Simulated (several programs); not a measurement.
## BaTiO3 (Amm2) from semi-empirical methods to plane-wave DFT

A 5-atom cell of BaTiO3 started from a crystallographic database, relaxed with r2SCAN in Ansatz, was computed with several methods. The symmetry is Amm2 (No. 38, orthorhombic); conventional cell a = 3.963 Å, b = 5.715 Å, c = 5.748 Å, 13.02 Å³ an atom. Ba is surrounded by 12 O at 2.77–2.98 Å; Ti is surrounded by 6 O at 1.85–2.21 Å; O is surrounded by 2 Ti at 1.99 Å and 4 Ba at 2.77–2.98 Å; O is surrounded by 2 Ti at 1.85–2.21 Å and 4 Ba at 2.79–2.88 Å. Calculated for a static, non-magnetic cell.

Space group Amm2 (No. 38). a = 3.963 Å, b = 5.715 Å, c = 5.748 Å, α = 90.00°, β = 90.00°, γ = 90.00°
```
atom  site  symmetry       x       y       z
  Ba    2a       mm2  0.0000  0.5000  0.5084
  Ti    2b       mm2  0.5000  0.5000  0.0240
   O    2a       mm2  0.0000  0.5000  0.9904
   O    4e       m..  0.5000  0.2569  0.2371
```

Gaps and times are for a single point on this cell; volume and bulk modulus come from each method's own relaxation or energy curve at fixed shape, which is too stiff where a cell has free coordinates or axes. Times are rough, from shared hosts (AMD EPYC 7R13 Processor; NVIDIA H100 80GB HBM3), and each method has its own mesh and cell size. A double dagger marks a value from a curve with shape and coordinates held. PM6 (MOPAC), PM7 (MOPAC) treat a cluster of cells at its zone centre, which samples few k points: where these miss a band edge, the gap comes out too large for that reason alone. Gaps from k meshes are read at a limited set of points (mesh, symmetry points, PBE's band edges), so each method's own least gap may be somewhat smaller. xTB and the PM methods were fitted mostly to molecules, and can miss a solid's gap by electronvolts. Minimal bases can be far off for gaps. Times of the plane-wave ladder aren't listed, since it ran on unlike processors and cards. GLLB-SC's gap includes the derivative discontinuity. d marks a direct gap, i an indirect one (no mark: not told apart), a dash a value that wasn't computed or didn't pass its checks.

```
                              method              kind  gap (eV)  own volume (Å³/atom)  bulk modulus (GPa)  atoms computed  processor time
                              PBEsol         semilocal         –                 12.69                   –               5               –
light PBE (260 eV and a coarse mesh)  light plane-wave    2.17 i                     –                   –               5           1.1 s
                                 PBE         semilocal    2.29 i                 13.39                154‡               5               –
                                 LDA         semilocal    2.21 i                 12.27                   –               5               –
                         PM7 (MOPAC)    semi-empirical      2.78                     –                   –         cluster            18 s
                              r2SCAN         semilocal    2.66 i                 13.02                173‡               5               –
                      GLLB-SC (GPAW)   model potential      4.26                     –                   –               5            21 s
                             PBE+SOC         semilocal    2.29 i                     –                   –               5               –
                      PBE/SZV (CP2K)       small basis    1.86 i                14.17‡                146‡               5            26 s
                                PBE0            hybrid    4.50 i                     –                   –               5               –
                     PBE/DZVP (CP2K)       small basis    2.20 i                13.43‡                157‡               5            72 s
                            DDH-PBE0            hybrid    3.80 i                     –                   –               5               –
                               HSE06            hybrid    3.75 i                     –                   –               5               –
                        Hartree-Fock    exact exchange   12.54 i                     –                   –               5               –
                         PM6 (MOPAC)    semi-empirical      3.12                     –                   –         cluster         4.3 min
```

Against HSE06 (3.75 eV) and with closed or daggered gaps left aside, the nearest gap at the points sampled is that of DDH-PBE0 (+0.05 eV) and the farthest that of Hartree-Fock (+8.79 eV). HSE06 is only a yardstick of convenience, and nearness to it can be luck.

Volumes against r2SCAN's: PBEsol -2.6 %, PBE +2.8 %, LDA -5.7 %.

Runs without a result: GFN1-xTB (tblite) (single point), GFN2-xTB (tblite) (single point).

Only the rows marked +SOC include spin-orbit coupling.
